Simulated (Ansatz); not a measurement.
## Calculated 17O NMR of the central transition for Al5HO8

Cell: a COD entry (perhaps calculated rather than measured) whose atoms were relaxed with PBE, the cell held.

```yaml
crystal:
  lattice:
    - [5.61530, 0.00000, 0.00000]
    - [-2.80765, 4.86299, 0.00000]
    - [0.00000, 0.00000, 8.82490]
  atoms:
    - { symbol: Al, position: [0.16575, 0.33149, 0.36467] }
    - { symbol: Al, position: [0.66851, 0.83425, 0.36467] }
    - { symbol: Al, position: [0.16575, 0.83425, 0.36467] }
    - { symbol: Al, position: [0.33149, 0.16575, 0.86467] }
    - { symbol: Al, position: [0.83425, 0.66851, 0.86467] }
    - { symbol: Al, position: [0.83425, 0.16575, 0.86467] }
    - { symbol: Al, position: [0.66667, 0.33333, 0.15830] }
    - { symbol: Al, position: [0.33333, 0.66667, 0.65830] }
    - { symbol: Al, position: [0.33333, 0.66667, 0.04618] }
    - { symbol: Al, position: [0.66667, 0.33333, 0.54618] }
    - { symbol: H, position: [0.00000, 0.00000, 0.09611] }
    - { symbol: H, position: [0.00000, 0.00000, 0.59611] }
    - { symbol: O, position: [0.00000, 0.00000, 0.98412] }
    - { symbol: O, position: [0.00000, 0.00000, 0.48412] }
    - { symbol: O, position: [0.51453, 0.02907, 0.00027] }
    - { symbol: O, position: [0.97093, 0.48547, 0.00027] }
    - { symbol: O, position: [0.51453, 0.48547, 0.00027] }
    - { symbol: O, position: [0.02907, 0.51453, 0.50027] }
    - { symbol: O, position: [0.48547, 0.97093, 0.50027] }
    - { symbol: O, position: [0.48547, 0.51453, 0.50027] }
    - { symbol: O, position: [0.33163, 0.16581, 0.26173] }
    - { symbol: O, position: [0.83419, 0.16581, 0.26173] }
    - { symbol: O, position: [0.83419, 0.66837, 0.26173] }
    - { symbol: O, position: [0.16581, 0.33163, 0.76173] }
    - { symbol: O, position: [0.16581, 0.83419, 0.76173] }
    - { symbol: O, position: [0.66837, 0.83419, 0.76173] }
    - { symbol: O, position: [0.33333, 0.66667, 0.25329] }
    - { symbol: O, position: [0.66667, 0.33333, 0.75329] }
```

Sites (sets of like atoms) are named by element and the number of their first atom in this list.

Level of theory: DFT, PBE, plane waves and PAW, scalar-relativistic, 420 eV cutoff, Γ-centred 5×5×3 k-points, Fermi–Dirac smearing 0.02 eV (Ansatz 0.2.0).

17O has I = 5/2 and Q = -25.58 mb (Pyykkö 2018); at 28.2 T its Larmor frequency is ν₀ = 162.8 MHz. Only the quadrupole interaction is simulated: positions count from each site's isotropic chemical shift, and J coupling is left out, as are shift anisotropy and dipolar coupling, which fast spinning averages.

Q: What does the 17O spectrum (fast magic-angle spinning) show for each site?

A: 

| site | first shell | C_Q (MHz) | η | P_Q (MHz) | δ_QIS (ppm) | breadth (kHz) |
| --- | --- | --- | --- | --- | --- | --- |
| O13 | 1 H at 0.99 Å, 3 Al at 1.93 Å | -6.35 | 0.00 | 6.35 | -9.12 | 3.18 |
| O15 | 4 Al at 1.81–2.03 Å; also 1 Al at 3.33 Å | -1.91 | 0.03 | 1.91 | -0.828 | 0.292 |
| O21 | 3 Al at 1.85–1.87 Å; also 1 H at 2.18 Å, 1 Al at 2.99 Å | 2.97 | 0.53 | 3.10 | -2.18 | 0.823 |
| O27 | 4 Al at 1.83–1.90 Å | -1.60 | 0.00 | 1.60 | -0.582 | 0.203 |

δ_QIS = −(ν_Q²/30ν₀²)[I(I+1) − 3/4](1 + η²/3) × 10⁶ ppm with ν_Q = 3|C_Q|/[2I(2I−1)]; it falls as 1/B₀² in ppm, and the breadth as 1/B₀ in kHz.

An axis of threefold or higher order runs through O13 and O27, so V_zz lies along it and η is zero. At O15 V_zz points along its shortest bond, to Al (within 6°). At O21 V_zz stands upright on the plane through its three neighbours (within 3°).

The relaxation (4 steps) took 59 s of wall time (59 s of CPU time) and 0.58 GiB at its peak, on 1 thread of Arm Neoverse V2 (aarch64; 8 cores open to the job, memory cap 2.5 GiB, no GPU), a shared host with a load of 0.6 a core.
